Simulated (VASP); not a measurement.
## Input and output of a VASP PBE single-point calculation on F (strained database structure)

INCAR

```
ISMEAR = -1
LREAL = .FALSE.
IBRION = -1
EDIFF = 1E-7
SIGMA = 0.02
LWAVE = .FALSE.
NSW = 0
ENCUT = 520
LCHARG = .TRUE.
LASPH = .TRUE.
GGA = PE
PREC = Accurate
NELM = 120
LELF = .TRUE.
NBANDS = 22
ISIF = 2
```

KPOINTS

```
KPOINTS created by Atomic Simulation Environment
0
Gamma
10 10 4
0 0 0
```

KPOINTS_OPT

```
special points
9
Reciprocal
0.0000000000 0.0000000000 0.0000000000 1
-0.3401160853 0.3401160853 0.0000000000 1
-0.6598839147 -0.3401160853 0.0000000000 1
-0.5000000000 -0.5000000000 0.0000000000 1
-0.5000000000 -0.5000000000 0.5000000000 1
-0.6794305525 -0.3205694475 0.5000000000 1
-0.3205694475 0.3205694475 0.5000000000 1
0.0000000000 0.0000000000 0.5000000000 1
-0.5000000000 0.0000000000 0.5000000000 1
```

POSCAR

```
F
 1.0000000000000000
     2.5366367233000000   -1.4548666347999999   -0.0065011519000000
     2.5366367233000000    1.4548666347999999   -0.0065011519000000
    -2.0280753939000000    0.0000000000000000    6.6120095656000002
 F
   4
Cartesian
  1.7617708523394793  0.0000000000000000  2.6420888495389576
  0.2504462263749382  0.0000000000000000  0.6541639703563243
  1.2834272003605205 -0.0000000000000000  3.9569184122610435
  2.7947518263250628  0.0000000000000000  5.9448432914436777
```

VASP ran with the recommended PBE PAW datasets (28 valence electrons in the cell).

Command

```
mpirun -np 1 vasp_std
```

OSZICAR

```
N       E                     dE             d eps       ncg     rms          rms(c)
DAV:   1     0.162200248144E+03    0.16220E+03   -0.16633E+04  5180   0.123E+03
DAV:   2    -0.211403860103E+01   -0.16431E+03   -0.15891E+03  6836   0.297E+02
DAV:   3    -0.866497704053E+01   -0.65509E+01   -0.65211E+01  6132   0.549E+01
DAV:   4    -0.869906304778E+01   -0.34086E-01   -0.34085E-01  5394   0.459E+00
DAV:   5    -0.869922765256E+01   -0.16460E-03   -0.16460E-03  6018   0.298E-01    0.112E+01
DAV:   6    -0.746706653316E+01    0.12322E+01   -0.45537E-01  5190   0.695E+00    0.629E+00
DAV:   7    -0.706631621554E+01    0.40075E+00   -0.60324E-01  5442   0.744E+00    0.721E-01
DAV:   8    -0.706379094378E+01    0.25253E-02   -0.71303E-02  5502   0.200E+00    0.114E-01
DAV:   9    -0.706393229944E+01   -0.14136E-03   -0.78686E-04  5736   0.222E-01    0.585E-02
DAV:  10    -0.706399366378E+01   -0.61364E-04   -0.81198E-05  5652   0.835E-02    0.165E-02
DAV:  11    -0.706399461049E+01   -0.94671E-06   -0.10904E-05  5664   0.367E-02    0.321E-03
DAV:  12    -0.706399474728E+01   -0.13679E-06   -0.93778E-07  5628   0.972E-03    0.192E-03
DAV:  13    -0.706399475437E+01   -0.70818E-08   -0.11458E-07  3630   0.365E-03
   1 F= -.70639948E+01 E0= -.70639948E+01  d E =-.740155E-11
       N       E                     dE             ncg
DAV:   1     0.254974008172E+04   -0.10396E+05      420
DAV:   2     0.115279633010E+04   -0.13969E+04      518
DAV:   3     0.109672234106E+04   -0.56074E+02      468
DAV:   4     0.109642609054E+04   -0.29625E+00      444
DAV:   5     0.109642469209E+04   -0.13985E-02      462
DAV:   6     0.109642468247E+04   -0.96208E-05      444
DAV:   7     0.109642468239E+04   -0.81694E-07      474
```

From OUTCAR

```
k-points           NKPTS =    117   k-points in BZ     NKDIM =    117   number of bands    NBANDS=     22

   NELECT =      28.0000    total number of electrons

   dimension x,y,z NGX =    24 NGY =   24 NGZ =   54
   dimension x,y,z NGXF=    48 NGYF=   48 NGZF=  108

  energy-cutoff  :      520.00
  volume of cell :       48.76
      direct lattice vectors                 reciprocal lattice vectors
     2.536636723 -1.454866635 -0.006501152     0.197266467 -0.343674113  0.060506759
     2.536636723  1.454866635 -0.006501152     0.197266467  0.343674113  0.060506759
    -2.028075394  0.000000000  6.612009566     0.000387918  0.000000000  0.151358935

 k-points in reciprocal lattice and weights: KPOINTS created by Atomic Simulation Env
   0.00000000  0.00000000  0.00000000       0.003
   0.10000000  0.00000000 -0.00000000       0.010
   0.20000000  0.00000000 -0.00000000       0.010
   0.30000000 -0.00000000  0.00000000       0.010
   0.40000000  0.00000000 -0.00000000       0.010
   0.50000000 -0.00000000  0.00000000       0.005
   0.10000000  0.10000000  0.00000000       0.005
   0.20000000  0.10000000  0.00000000       0.010
   ...

 E-fermi :  -3.0694

 k-point     1 :       0.0000    0.0000    0.0000
  band No.  band energies     occupation
      1     -29.1724      2.00000
      2     -28.9251      2.00000
      3     -22.7312      2.00000
      4     -22.0535      2.00000
      5     -10.8652      2.00000
      6      -9.4703      2.00000
      7      -6.9283      2.00000
      8      -6.8941      2.00000
      9      -6.8003      2.00000
     10      -6.7587      2.00000
     11      -4.0158      2.00000
     12      -3.8014      2.00000
     13      -3.7338      2.00000
     14      -3.5719      2.00000
     15      -0.9908      0.00000
     16       0.4116      0.00000
     17       6.6372      0.00000
     18       8.8330      0.00000
     19      10.3824      0.00000
     20      16.4442      0.00000
     21      17.4366      0.00000
     22      21.2752      0.00000

 k-point     2 :       0.1000    0.0000   -0.0000
  band No.  band energies     occupation
      1     -29.1456      2.00000
      2     -28.9069      2.00000
      3     -22.6994      2.00000
      4     -22.0550      2.00000
      5     -10.8298      2.00000
      6      -9.4977      2.00000
      7      -7.0672      2.00000
      8      -6.9622      2.00000
      9      -6.9231      2.00000
     10      -6.8180      2.00000
     11      -4.0111      2.00000
     12      -3.8182      2.00000
     13      -3.7955      2.00000
     14      -3.6600      2.00000
     15      -0.9238      0.00000
     16       0.3864      0.00000
     17       6.9807      0.00000
     18       9.1511      0.00000
     19      10.5861      0.00000
     20      16.4928      0.00000
     21      17.6231      0.00000
     22      19.4568      0.00000

 k-point     3 :       0.2000    0.0000   -0.0000
  band No.  band energies     occupation
      1     -29.0735      2.00000
      2     -28.8609      2.00000
      3     -22.6119      2.00000
      4     -22.0640      2.00000
      5     -10.7287      2.00000
      6      -9.5799      2.00000
      7      -7.4687      2.00000
      8      -7.3521      2.00000
      9      -7.0087      2.00000
     10      -6.8961      2.00000
     11      -4.0475      2.00000
     12      -3.9534      2.00000
     13      -3.9179      2.00000
     14      -3.8002      2.00000
     15      -0.7533      0.00000
     16       0.3145      0.00000
     17       7.9096      0.00000
     18      10.0037      0.00000
     19      11.1776      0.00000
     20      16.5473      0.00000
     21      17.2081      0.00000
     22      17.8737      0.00000

 k-point     4 :       0.3000   -0.0000    0.0000
  band No.  band energies     occupation
      1     -28.9804      2.00000
      2     -28.8056      2.00000
      3     -22.4893      2.00000
      4     -22.0894      2.00000
      5     -10.5736      2.00000
      6      -9.7185      2.00000
      7      -7.9195      2.00000
      8      -7.8123      2.00000
      9      -7.0869      2.00000
     10      -6.9848      2.00000
     11      -4.2449      2.00000
     12      -4.1844      2.00000
     13      -3.9771      2.00000
     14      -3.8575      2.00000
     15      -0.5387      0.00000
     16       0.2029      0.00000
     17       9.1910      0.00000
     18      11.1319      0.00000
     19      12.0869      0.00000
     20      15.3866      0.00000
     21      16.0597      0.00000
     22      17.2054      0.00000

 k-point     5 :       0.4000    0.0000   -0.0000
  band No.  band energies     occupation
      1     -28.9001      2.00000
      2     -28.7633      2.00000
      3     -22.3593      2.00000
      4     -22.1403      2.00000
      5     -10.3767      2.00000
      6      -9.9130      2.00000
      7      -8.2437      2.00000
      8      -8.1627      2.00000
      9      -7.1453      2.00000
     10      -7.0527      2.00000
     11      -4.4318      2.00000
     12      -4.3751      2.00000
     13      -4.0049      2.00000
     14      -3.8938      2.00000
     15      -0.3250      0.00000
     16       0.0596      0.00000
     17      10.5791      0.00000
     18      12.2320      0.00000
     19      12.8946      0.00000
     20      14.3092      0.00000
     21      14.8622      0.00000
     22      16.2897      0.00000

 k-point     6 :       0.5000   -0.0000    0.0000
  band No.  band energies     occupation
      1     -28.8676      2.00000
      2     -28.7487      2.00000
      3     -22.2726      2.00000
      4     -22.1967      2.00000
      5     -10.1776      2.00000
      6     -10.1156      2.00000
      7      -8.3524      2.00000
      8      -8.2975      2.00000
      9      -7.1664      2.00000
     10      -7.0779      2.00000
     11      -4.4993      2.00000
     12      -4.4512      2.00000
     13      -4.0167      2.00000
     14      -3.9069      2.00000
     15      -0.1682      0.00000
     16      -0.0732      0.00000
     17      11.8016      0.00000
     18      11.9433      0.00000
     19      13.5863      0.00000
     20      13.7217      0.00000
     21      14.7000      0.00000
     22      15.3775      0.00000

 k-point     7 :       0.1000    0.1000    0.0000
  band No.  band energies     occupation
      1     -29.1407      2.00000
      2     -28.9089      2.00000
      3     -22.6918      2.00000
      4     -22.0736      2.00000
      5     -10.8162      2.00000
      6      -9.5350      2.00000
      7      -7.0744      2.00000
      8      -6.9712      2.00000
      9      -6.9399      2.00000
     10      -6.7861      2.00000
     11      -4.0261      2.00000
     12      -3.8604      2.00000
     13      -3.7557      2.00000
     14      -3.5636      2.00000
     15      -0.9090      0.00000
     16       0.3580      0.00000
     17       6.9799      0.00000
     18       9.0508      0.00000
     19      10.6616      0.00000
     20      16.2339      0.00000
     21      17.9001      0.00000
     22      19.2024      0.00000

 k-point     8 :       0.2000    0.1000    0.0000
  band No.  band energies     occupation
      1     -29.0867      2.00000
      2     -28.8783      2.00000
      3     -22.6258      2.00000
      4     -22.0940      2.00000
      5     -10.7360      2.00000
      6      -9.6203      2.00000
      7      -7.3353      2.00000
      8      -7.2438      2.00000
      9      -7.0011      2.00000
     10      -6.8580      2.00000
     11      -4.0639      2.00000
     12      -3.9220      2.00000
     13      -3.8342      2.00000
     14      -3.6339      2.00000
     15      -0.7747      0.00000
     16       0.2877      0.00000
     17       7.6187      0.00000
     18       9.5368      0.00000
     19      11.1497      0.00000
     20      16.2192      0.00000
     21      17.5866      0.00000
     22      18.0919      0.00000

 k-point     9 :       0.3000    0.1000    0.0000
  band No.  band energies     occupation
      1     -29.0021      2.00000
      2     -28.8282      2.00000
      3     -22.5158      2.00000
      4     -22.1202      2.00000
      5     -10.5969      2.00000
      6      -9.7470      2.00000
      7      -7.7396      2.00000
      8      -7.6273      2.00000
      9      -7.1010      2.00000
     10      -6.9781      2.00000
     11      -4.1673      2.00000
     12      -4.0562      2.00000
     13      -3.9284      2.00000
     14      -3.7872      2.00000
     15      -0.5719      0.00000
     16       0.1834      0.00000
     17       8.7368      0.00000
     18      10.4525      0.00000
     19      12.0079      0.00000
     20      15.8484      0.00000
     21      16.3125      0.00000
     22      17.2771      0.00000

 ...

  Total        1.5733826      1.1445326      3.5413466      0.0000000      0.0000000      0.0247285
  in kB       51.6941662     37.6041152    116.3524762      0.0000000      0.0000000      0.8124655
  external PRESSURE =      68.5502525 kB  Pullay stress =       0.0000000 kB

 POSITION                                       TOTAL-FORCE (eV/Angst)
 -----------------------------------------------------------------------------------
      1.76177      0.00000      2.64209         0.325843      0.000000     -0.933162
      0.25045      0.00000      0.65416         0.341723      0.000000      0.939510
      1.28343      0.00000      3.95692        -0.325843      0.000000      0.933162
      2.79475      0.00000      5.94484        -0.341723      0.000000     -0.939510
 -----------------------------------------------------------------------------------
    total drift:                               -0.000000      0.000000      0.000000

  FREE ENERGIE OF THE ION-ELECTRON SYSTEM (eV)
  ---------------------------------------------------
  free  energy   TOTEN  =        -7.0639947544 eV

  energy  without entropy=       -7.0639947544  energy(sigma->0) =       -7.06399475
```

* gap between bands v and c: 2.50 eV
* least direct gap: 2.58 eV
* pressure: 6.9 GPa
* largest force: 1.00 eV/Å

Band v is the last that the valence electrons fill when counted band by band, and c is the next.

The run took about 92 s on one core of a shared host (Intel Xeon Platinum 8488C) and held 0.29 GiB at most.
